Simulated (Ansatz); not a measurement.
Working through a check of forces and pressure against finite differences of NaH (distorted cell)

Program: Ansatz's Python interface.

Interactive session:
```pycon
>>> import warnings
>>> import ansatz as az
>>> import numpy as np
>>> FILLING = "Fermi-Dirac"
>>> SIGMA = 0.05
>>> ECUT = 540
>>> MESH = (6, 6, 6)
>>> SCF_TOL = 1e-09
>>> VECTORS = np.array([
...     [-0.03613, 2.42715, 2.40481],
...     [2.43097, -0.04042, 2.4091],
...     [2.40515, 2.40561, -0.0146],
... ])
>>> SITES = [
...     ("Na", (0.03107, 0.97562, 0.00268)),
...     ("H", (0.49212, 0.51441, 0.52596)),
... ]
>>> def on_lattice(cell):
...     crystal = az.Crystal(lattice=az.Lattice.of(cell))
...     for symbol, position in SITES:
...         crystal = crystal.atom(symbol, position)
...     return crystal
...
>>> warnings.simplefilter("ignore", az.DeckWarning)
>>> def solve(crystal):
...     return (
...         crystal.calculation()
...         .functional(az.Functional.PBESOL)
...         .occupations(FILLING, width=SIGMA)  # the run then minimises F = E - TS
...         .basis(ECUT, xc_grid=2)  # cutoff of the orbital basis
...         .kpoints(*MESH)
...         .scf(tolerance=SCF_TOL)
...         .forces()  # minus the gradient of the free energy
...         .stress()  # positive in compression
...         .run(threads=1)
...     ).report
...
>>> centre = solve(on_lattice(VECTORS))
>>> start = on_lattice(VECTORS)
>>> # central difference: F = -(E(+h) - E(-h)) / 2h
>>> print(f"force on atom 0 along x: analytic {centre['forces_ev_ang'][0][0]:.4f} eV/A")
force on atom 0 along x: analytic 0.1288 eV/A
>>> for h in (0.005, 0.02):
...     shift = np.eye(3)[0] * h @ np.linalg.inv(VECTORS)
...     plus, minus = (solve(start.move(0, to=np.array(SITES[0][1]) + sign * shift))["lagrangian_ev"] for sign in (1, -1))
...     print(f"  step {h} A: numerical {-(plus - minus) / (2 * h):.4f} eV/A")
...
  step 0.005 A: numerical 0.1288 eV/A
  step 0.02 A: numerical 0.1290 eV/A
>>> # P = -dF/dV; the difference feels the change of the plane-wave count with the cell
>>> volume = abs(np.linalg.det(VECTORS))
>>> larger, smaller = (solve(on_lattice(VECTORS * (1 + sign * 0.005) ** (1 / 3)))["lagrangian_ev"] for sign in (1, -1))
>>> numerical = -(larger - smaller) / (0.01 * volume) * 160.21766
>>> print(f"pressure: analytic {np.trace(centre['stress_gpa']) / 3:.3f}, numerical {numerical:.3f} GPa")
pressure: analytic -0.719, numerical -0.719 GPa
```

Caveats:
- The program warned that this SCF threshold is loose for forces or stresses.
- Pressure is positive in compression.
- The cell is a database structure, distorted on purpose.
- The central difference errs as the square of the step, so the shorter step is the fairer test; what remains comes from the finite grid and the SCF threshold.
- The script silences the warnings on its input, which a real study should read.
- Wall time of the script: 12 s on 1 thread of Intel(R) Xeon(R) 6975P-C (Granite Rapids), on a shared host, peak memory 0.42 GiB.
